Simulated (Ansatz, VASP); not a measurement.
# SnO2: VASP beside Ansatz

```
Sn O
1.0
     0.00000    2.57171    2.57171
     2.57171    0.00000    2.57171
     2.57171    2.57171    0.00000
Sn O
1 2
Direct
  0.00000 0.00000 0.00000
  0.25000 0.25000 0.25000
  0.75000 0.75000 0.75000
```

Measurements of this composition are mostly on another form, of space group No. 136.

Alike in both runs: task single point; functional PBE; k mesh 11 × 11 × 11; occupations fermi-dirac, width 0.05 eV; no spin polarisation.

```csv
,VASP,Ansatz
version,VASP 6.6.1,Ansatz 0.2.0
potentials or method,"VASP PAW PBE potentials, release 64 (Sn_d, O), cutoff 520 eV","all-electron LAPW, scalar-relativistic"
```

Ansatz gave:

```
pressure (GPa) : -0.1
```

Problem. Which values does VASP return?

Solution. Pressure (GPa): 0.6.

Ansatz ran all-electron here, so the differences hold the error of VASP's frozen core and of both bases.
